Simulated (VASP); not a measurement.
# PtSe (F-43m) in VASP: further runs, part 2 of 2

VASP 6.6.1.

**3. Atomic charges, PBE**

The input, INCAR:

```
PREC     = Accurate       # precision mode
ENCUT    = 520            # plane-wave cutoff, eV
EDIFF    = 1E-6           # SCF threshold, eV
ISMEAR   = 0              # smearing method
SIGMA    = 0.02           # smearing width, eV
LREAL    = False          # projectors in reciprocal space
LASPH    = True           # aspherical terms in the spheres
NELM     = 80             # most SCF steps
ALGO     = Normal         # electronic algorithm
ISIF     = 2              # what is computed and relaxed
LWAVE    = False          # write WAVECAR
LCHARG   = True           # write CHGCAR
GGA      = PE             # functional
LORBIT   = 11             # projections on sites
LELF     = True           # ELF
LVHAR    = True
```

The input, KPOINTS:

```
Automatic mesh
0
Gamma
  8 8 8
```

The input, POSCAR:

```
PtSe
1.0
    0.0000000000      3.0374472300      3.0374472300
    3.0374472300      0.0000000000      3.0374472300
    3.0374472300      3.0374472300      0.0000000000
Pt Se
1 1
Direct
    0.0000000000      0.0000000000      0.0000000000
    0.2500000000      0.2500000000      0.2500000000
```

Potentials or basis: VASP PAW PBE potentials, release 64 (Pt, Se).

Started as:

```bash
$ cat potpaw_PBE.64/Pt/POTCAR potpaw_PBE.64/Se/POTCAR > POTCAR
$ mpirun -np 1 vasp_std > vasp.out
```

OUTCAR:

```text
PREC = Accurate
   ENCUT = 520
   EDIFF = 1E-6
   ISMEAR = 0
   LREAL = False
   LASPH = True
   NELM = 80
   ISIF = 2
   GGA = PE
   LORBIT = 11

 ion  position               nearest neighbor table
   1  0.000  0.000  0.000-   2 2.63   2 2.63   2 2.63   2 2.63
   2  0.250  0.250  0.250-   1 2.63   1 2.63   1 2.63   1 2.63

  LATTYP: Found a face centered cubic cell.
 ALAT       =     6.0748944600

  Lattice vectors:

 A1 = (   0.0000000000,   3.0374472300,   3.0374472300)
 A2 = (   3.0374472300,   0.0000000000,   3.0374472300)
 A3 = (   3.0374472300,   3.0374472300,   0.0000000000)

Analysis of symmetry for initial positions (statically):
=====================================================================
 Subroutine PRICEL returns:
 Original cell was already a primitive cell.

 Routine SETGRP: Setting up the symmetry group for a
 face centered cubic supercell.

 Subroutine GETGRP returns: Found 24 space group operations
 (whereof 24 operations were pure point group operations)
 out of a pool of 48 trial point group operations.

The static configuration has the point symmetry T_d .

Analysis of symmetry for dynamics (positions and initial velocities):
=====================================================================
 Subroutine PRICEL returns:
 Original cell was already a primitive cell.

 Routine SETGRP: Setting up the symmetry group for a
 face centered cubic supercell.

 Subroutine GETGRP returns: Found 24 space group operations
 (whereof 24 operations were pure point group operations)
 out of a pool of 48 trial point group operations.

The dynamic configuration has the point symmetry T_d .

 Subroutine INISYM returns: Found 24 space group operations
 (whereof 24 operations are pure point group operations),
 and found     1 'primitive' translations

[... 129 lines left out ...]
 maximum number of plane-waves:      1540
   NGX = 15   NGY = 15   NGZ = 15

 number of electron      16.0000002 magnetization

 Free energy of the ion-electron system (eV)
  ---------------------------------------------------
  ext. energy  EPLUGINS =         0.00000000
  ---------------------------------------------------
  free energy    TOTEN  =        -9.12257877 eV

  energy without entropy =       -9.12163210  energy(sigma->0) =       -9.12210544

 E-fermi :   2.9654     XC(G=0):  -9.1307

 val. band max:        2.9515659463   @ k =   0.3750   0.2500   0.1250
 cond. band min:       2.9704120410   @ k =  -0.3750   0.1250   0.0000
 fundamental gap:      0.0188460947
 Fermi energy:         2.9654042006

 k-point     1 :       0.0000    0.0000    0.0000
  band No.  band energies     occupation
      1     -10.6234      2.00000
      2      -1.3408      2.00000
      3      -1.3408      2.00000
      4      -1.3408      2.00000
      5       0.8798      2.00000
      6       0.8798      2.00000
      7       3.3239      0.00000
      8       4.6701      0.00000
      9       4.6701      0.00000
     10       4.6701      0.00000
     11       9.5715      0.00000
     12       9.5715      0.00000
[... 331 lines left out ...]
 k-point    24 :      -0.3750    0.2500    0.1250
  band No.  band energies     occupation
      1     -10.1236      2.00000
      2      -1.7178      2.00000
      3      -1.2089      2.00000
      4      -0.8646      2.00000
      5       0.7648      2.00000
      6       0.9590      2.00000
      7       1.3078      2.00000
      8       2.4524      2.00000
      9       3.1148      0.00000
     10       6.8162      0.00000
     11       9.3401      0.00000
     12      10.1225      0.00000

 [... further k-points ...]

------------------------ aborting loop because EDIFF is reached ----------------------------------------

  FORCE on cell =-STRESS in cart. coord.  units (eV):
  Direction    XX          YY          ZZ          XY          YZ          ZX
  --------------------------------------------------------------------------------------
  -------------------------------------------------------------------------------------
  Total       -3.9163916     -3.9163916     -3.9163916     -0.0000000      0.0000000      0.0000000
  in kB     -111.9542205   -111.9542205   -111.9542205     -0.0000000      0.0000000      0.0000000
  external PRESSURE =    -111.9542205 kB  Pullay stress =       0.0000000 kB

 VOLUME and BASIS-vectors are now :
 -----------------------------------------------------------------------------
  energy-cutoff  :      520.00
  volume of cell :       56.05
      direct lattice vectors                 reciprocal lattice vectors
     0.000000000  3.037447230  3.037447230    -0.164611913  0.164611913  0.164611913
     3.037447230  0.000000000  3.037447230     0.164611913 -0.164611913  0.164611913
     3.037447230  3.037447230  0.000000000     0.164611913  0.164611913 -0.164611913

 POSITION                                       TOTAL-FORCE (eV/Angst)
 -----------------------------------------------------------------------------------
      0.00000      0.00000      0.00000        -0.000000     -0.000000     -0.000000
      1.51872      1.51872      1.51872         0.000000      0.000000      0.000000
 -----------------------------------------------------------------------------------
    total drift:                               -0.000000     -0.000000     -0.000000

  FREE ENERGIE OF THE ION-ELECTRON SYSTEM (eV)
  ---------------------------------------------------
  free  energy   TOTEN  =        -9.1225787734 eV

  energy  without entropy=       -9.1216321049  energy(sigma->0) =       -9.12210544

 total charge

# of ion       s       p       d       tot
------------------------------------------
    1        0.566   0.321   8.080   8.966
    2        1.476   2.110   0.065   3.651
--------------------------------------------------
tot          2.042   2.431   8.145  12.618
```

stdout:

```text
POSCAR found type information on POSCAR PtSe
 POSCAR found :  2 types and       2 ions
 scaLAPACK will be used
 LDA part: xc-table for (Slater+PW92), standard interpolation
 POSCAR, INCAR and KPOINTS ok, starting setup
 FFT: planning ... GRIDC
 FFT: planning ... GRID_SOFT
 FFT: planning ... GRID
 WAVECAR not read
 entering main loop
```

Run time: 13 s. Hardware: 1 thread of Intel Xeon Platinum 8488C (Sapphire Rapids), shared host; peak memory 0.18 GiB.

What came out:

```yaml
Free_energy: -9.1226 eV
Pressure: -11.2 GPa
Band_gap_on_the_k_mesh: none (metal or under the smearing width)
Valence_electrons_inside_the_program's_atomic_spheres: Pt 8.97; Se 3.65
```

Levels at points of the mesh, in eV from the Fermi level:
```
           k point  band 4  band 5  band 6  band 7  band 8  band 9  band 10  band 11  band 12
(0.00, 0.00, 0.00)   -4.31   -2.09   -2.09    0.36    1.70    1.70     1.70     6.61     6.61
(0.50, 0.00, 0.00)   -4.04   -1.98   -1.98   -1.84    0.54    0.54     2.46     7.50     7.51
(0.50, 0.50, 0.00)   -3.52   -2.05   -1.84   -1.82   -0.88   -0.88     4.28     4.50     8.92
```

**4. Electron localisation function, PBE**

The input, INCAR:

```
ALGO     = Fast           # electronic algorithm
EDIFF    = 1E-6           # SCF threshold, eV
ENCUT    = 520            # plane-wave cutoff, eV
GGA      = PE             # functional
ISIF     = 2              # what is computed and relaxed
ISMEAR   = 0              # smearing method
LASPH    = True           # aspherical terms in the spheres
LCHARG   = True           # write CHGCAR
LELF     = True           # ELF
LREAL    = False          # projectors in reciprocal space
LWAVE    = False          # write WAVECAR
NELM     = 60             # most SCF steps
PREC     = Accurate       # precision mode
SIGMA    = 0.02           # smearing width, eV
```

The input, KPOINTS:

```
k-points
0
Gamma
  8 8 8
```

POSCAR is that of step 3.

Potentials or basis: VASP PAW PBE potentials, release 64 (Pt, Se).

Started as:

```bash
$ cat potpaw_PBE.64/Pt/POTCAR potpaw_PBE.64/Se/POTCAR > POTCAR
$ mpirun -np 1 vasp_std > vasp.out
```

OUTCAR:

```text
EDIFF = 1E-6
   ENCUT = 520
   GGA = PE
   ISIF = 2
   ISMEAR = 0
   LASPH = True
   LREAL = False
   NELM = 60
   PREC = Accurate

 ion  position               nearest neighbor table
   1  0.000  0.000  0.000-   2 2.63   2 2.63   2 2.63   2 2.63
   2  0.250  0.250  0.250-   1 2.63   1 2.63   1 2.63   1 2.63

  LATTYP: Found a face centered cubic cell.
 ALAT       =     6.0748944600

  Lattice vectors:

 A1 = (   0.0000000000,   3.0374472300,   3.0374472300)
 A2 = (   3.0374472300,   0.0000000000,   3.0374472300)
 A3 = (   3.0374472300,   3.0374472300,   0.0000000000)

Analysis of symmetry for initial positions (statically):
=====================================================================
 Subroutine PRICEL returns:
 Original cell was already a primitive cell.

 Routine SETGRP: Setting up the symmetry group for a
 face centered cubic supercell.

 Subroutine GETGRP returns: Found 24 space group operations
 (whereof 24 operations were pure point group operations)
 out of a pool of 48 trial point group operations.

The static configuration has the point symmetry T_d .

[... 174 lines left out ...]
      4      -1.3407      2.00000
      5       0.8798      2.00000
      6       0.8798      2.00000
      7       3.3239      0.00000
      8       4.6702      0.00000
      9       4.6702      0.00000
     10       4.6702      0.00000
     11       9.5715      0.00000
     12       9.5715      0.00000
[... 331 lines left out ...]
 k-point    24 :      -0.3750    0.2500    0.1250
  band No.  band energies     occupation
      1     -10.1235      2.00000
      2      -1.7178      2.00000
      3      -1.2089      2.00000
      4      -0.8645      2.00000
      5       0.7649      2.00000
      6       0.9591      2.00000
      7       1.3079      2.00000
      8       2.4525      2.00000
      9       3.1149      0.00000
     10       6.8163      0.00000
     11       9.3400      0.00000
     12      10.1225      0.00000

 [... further k-points ...]

------------------------ aborting loop because EDIFF is reached ----------------------------------------

  FORCE on cell =-STRESS in cart. coord.  units (eV):
  Direction    XX          YY          ZZ          XY          YZ          ZX
  --------------------------------------------------------------------------------------
  -------------------------------------------------------------------------------------
  Total       -3.9193053     -3.9193053     -3.9193053      0.0000000      0.0000000     -0.0000000
  in kB     -112.0375123   -112.0375123   -112.0375123      0.0000000      0.0000000     -0.0000000
  external PRESSURE =    -112.0375123 kB  Pullay stress =       0.0000000 kB

 VOLUME and BASIS-vectors are now :
 -----------------------------------------------------------------------------
  energy-cutoff  :      520.00
  volume of cell :       56.05
      direct lattice vectors                 reciprocal lattice vectors
     0.000000000  3.037447230  3.037447230    -0.164611913  0.164611913  0.164611913
     3.037447230  0.000000000  3.037447230     0.164611913 -0.164611913  0.164611913
     3.037447230  3.037447230  0.000000000     0.164611913  0.164611913 -0.164611913

 POSITION                                       TOTAL-FORCE (eV/Angst)
 -----------------------------------------------------------------------------------
      0.00000      0.00000      0.00000        -0.000000     -0.000000     -0.000000
      1.51872      1.51872      1.51872         0.000000      0.000000      0.000000
 -----------------------------------------------------------------------------------
    total drift:                               -0.000000     -0.000000     -0.000000

  FREE ENERGIE OF THE ION-ELECTRON SYSTEM (eV)
  ---------------------------------------------------
  free  energy   TOTEN  =        -9.1225785381 eV

  energy  without entropy=       -9.1216319537  energy(sigma->0) =       -9.12210525
```

OSZICAR:

```text
N       E                     dE             d eps       ncg     rms          rms(c)
DAV:   1     0.759851660897E+02    0.75985E+02   -0.70017E+03   720   0.113E+03
DAV:   2    -0.582045999635E+01   -0.81806E+02   -0.74819E+02   812   0.207E+02
DAV:   3    -0.928206083907E+01   -0.34616E+01   -0.33984E+01   836   0.443E+01
DAV:   4    -0.932000312759E+01   -0.37942E-01   -0.37684E-01   784   0.528E+00
DAV:   5    -0.932064963573E+01   -0.64651E-03   -0.64611E-03   868   0.662E-01    0.641E+00
RMM:   6    -0.915438927709E+01    0.16626E+00   -0.77745E-01   696   0.638E+00    0.412E+00
RMM:   7    -0.912645665584E+01    0.27933E-01   -0.58045E-02   702   0.186E+00    0.235E+00
RMM:   8    -0.912308926085E+01    0.33674E-02   -0.26217E-02   714   0.122E+00    0.320E-01
RMM:   9    -0.912280947630E+01    0.27978E-03   -0.47836E-03   736   0.444E-01    0.107E-01
RMM:  10    -0.912257169863E+01    0.23778E-03   -0.69046E-04   775   0.221E-01    0.365E-02
RMM:  11    -0.912257589629E+01   -0.41977E-05   -0.12428E-04   779   0.834E-02    0.131E-02
RMM:  12    -0.912257791807E+01   -0.20218E-05   -0.25542E-05   794   0.389E-02    0.478E-03
RMM:  13    -0.912257853812E+01   -0.62005E-06   -0.59994E-06   733   0.195E-02
   1 F= -.91225785E+01 E0= -.91221052E+01  d E =-.946584E-03
```

Run time: 14 s. Hardware: 1 thread of Intel Xeon Platinum 8488C (Sapphire Rapids), shared host; peak memory 0.18 GiB.

Results:

| Property | Result |
| --- | --- |
| Free energy | -9.1226 eV |
| Pressure | -11.2 GPa |
| Band gap on the k mesh | none (metal or under the smearing width) |

Levels at points of the mesh, in eV from the Fermi level:
| k point | band 4 | band 5 | band 6 | band 7 | band 8 | band 9 | band 10 | band 11 | band 12 |
| --- | --- | --- | --- | --- | --- | --- | --- | --- | --- |
| (0.00, 0.00, 0.00) | -4.31 | -2.09 | -2.09 | 0.36 | 1.70 | 1.70 | 1.70 | 6.61 | 6.61 |
| (0.50, 0.00, 0.00) | -4.04 | -1.98 | -1.98 | -1.84 | 0.54 | 0.54 | 2.46 | 7.50 | 7.51 |
| (0.50, 0.50, 0.00) | -3.52 | -2.05 | -1.84 | -1.82 | -0.88 | -0.88 | 4.28 | 4.50 | 8.92 |

**5. Atomic charges, LDA**

The input, INCAR:

```
SYSTEM = PtSe
ALGO = Fast
EDIFF = 1E-6
ENCUT = 520
GGA = CA
ISIF = 2
ISMEAR = 0
LASPH = .TRUE.
LCHARG = .TRUE.
LELF = .TRUE.
LORBIT = 11
LREAL = .FALSE.
LVHAR = .TRUE.
LWAVE = .FALSE.
NELM = 80
PREC = Accurate
SIGMA = 0.02
```

The input, KPOINTS:

```
k-points
0
G
  8 8 8
  0 0 0
```

POSCAR is that of step 4.

Potentials or basis: VASP PAW LDA potentials, release 64 (Pt, Se).

Started as:

```bash
$ cat potpaw_LDA.64/Pt/POTCAR potpaw_LDA.64/Se/POTCAR > POTCAR
$ mpirun -np 1 vasp_std > vasp.out
```

Run time: 17 s. Hardware: 1 thread of AMD EPYC 7R43 (Zen 3), shared host; peak memory 0.13 GiB.

It converged, with:

```
Free energy                                           : -10.6752 eV
Pressure                                              : -16.0 GPa
Band gap on the k mesh                                : none (metal or under the smearing width)
Valence electrons inside the program's atomic spheres : Pt 8.96; Se 3.65
```

Levels at points of the mesh, in eV from the Fermi level:
```tsv
k point	band 5	band 6	band 7	band 8	band 9	band 10	band 11	band 12
(0.00, 0.00, 0.00)	-2.07	-2.07	0.24	1.72	1.72	1.72	6.58	6.58
(0.50, 0.00, 0.00)	-1.96	-1.96	-1.85	0.55	0.55	2.38	7.37	7.47
(0.50, 0.50, 0.00)	-2.07	-1.83	-1.80	-0.88	-0.88	4.19	4.47	8.72
```

Caveat: so large a pressure means that the cell lies far from this level's equilibrium, or that cutoff or potentials fall short.

**6. Electron localisation function, LDA**

The input, INCAR:

```
SYSTEM = PtSe
  ALGO = Normal
  EDIFF = 1E-6
  ENCUT = 520
  GGA = CA
  ISIF = 2
  ISMEAR = 0
  LASPH = .TRUE.
  LCHARG = .TRUE.
  LELF = .TRUE.
  LREAL = .FALSE.
  LWAVE = .FALSE.
  NELM = 80
  PREC = Accurate
  SIGMA = 0.02
```

KPOINTS is that of step 5.

POSCAR is that of step 5.

Potentials or basis: VASP PAW LDA potentials, release 64 (Pt, Se).

Started as:

```bash
$ cat potpaw_LDA.64/Pt/POTCAR potpaw_LDA.64/Se/POTCAR > POTCAR
$ mpirun -np 1 vasp_std > vasp.out
```

Run time: 14 s. Hardware: 1 thread of AMD EPYC 7R43 (Zen 3), shared host; peak memory 0.13 GiB.

The run converged. Its results:

```yaml
Free_energy: -10.6752 eV
Pressure: -16.0 GPa
Band_gap_on_the_k_mesh: none (metal or under the smearing width)
```

Levels at points of the mesh, in eV from the Fermi level:
```tsv
k point	band 5	band 6	band 7	band 8	band 9	band 10	band 11	band 12
(0.00, 0.00, 0.00)	-2.07	-2.07	0.24	1.72	1.72	1.72	6.58	6.58
(0.50, 0.00, 0.00)	-1.96	-1.96	-1.85	0.55	0.55	2.38	7.37	7.47
(0.50, 0.50, 0.00)	-2.07	-1.83	-1.80	-0.88	-0.88	4.19	4.47	8.72
```

Caveat: so large a pressure means that the cell lies far from this level's equilibrium, or that cutoff or potentials fall short.

**7. For comparison**

An earlier run on the cell as given: functional PBE; potentials or basis VASP PAW PBE potentials, release 64 (Pt, Se); cutoff 520 eV; k mesh 8 × 8 × 8; occupations fermi-dirac, width 0.05 eV; no spin polarisation.

- Pressure: -11.1 GPa
- Band gap on the k mesh: none (metal or under the smearing width)

**8. Summary**

| task | level | potentials or basis | U | k mesh | smearing | gap on the mesh (eV) | pressure (GPa) |
| --- | --- | --- | --- | --- | --- | --- | --- |
| single point | r2SCAN+U | VASP PAW PBE potentials, release 64 (Pt, Se) | Pt d U = 4 eV | 5 × 5 × 5 | gaussian 0.05 eV | none | -14.1 |
| atomic charges | PBE | VASP PAW PBE potentials, release 64 (Pt, Se) | - | 8 × 8 × 8 | gaussian 0.02 eV | none | -11.2 |
| electron localisation function | PBE | VASP PAW PBE potentials, release 64 (Pt, Se) | - | 8 × 8 × 8 | gaussian 0.02 eV | none | -11.2 |
| atomic charges | LDA | VASP PAW LDA potentials, release 64 (Pt, Se) | - | 8 × 8 × 8 | gaussian 0.02 eV | none | -16.0 |
| electron localisation function | LDA | VASP PAW LDA potentials, release 64 (Pt, Se) | - | 8 × 8 × 8 | gaussian 0.02 eV | none | -16.0 |
| single point | PBE | VASP PAW PBE potentials, release 64 (Pt, Se) | - | 8 × 8 × 8 | fermi-dirac 0.05 eV | none | -11.1 |

Alike in all rows: no spin polarisation; cell as given; cutoff (eV) 520.

Caveats: so large a pressure means that the cell lies far from this level's equilibrium, or that cutoff or potentials fall short (some runs); the PAW data sets were made with another functional, which shifts forces and pressure a little (some runs); U without spin polarisation on a metal has little footing (some runs).

Absolute energies hang on the potentials; compare differences alone.
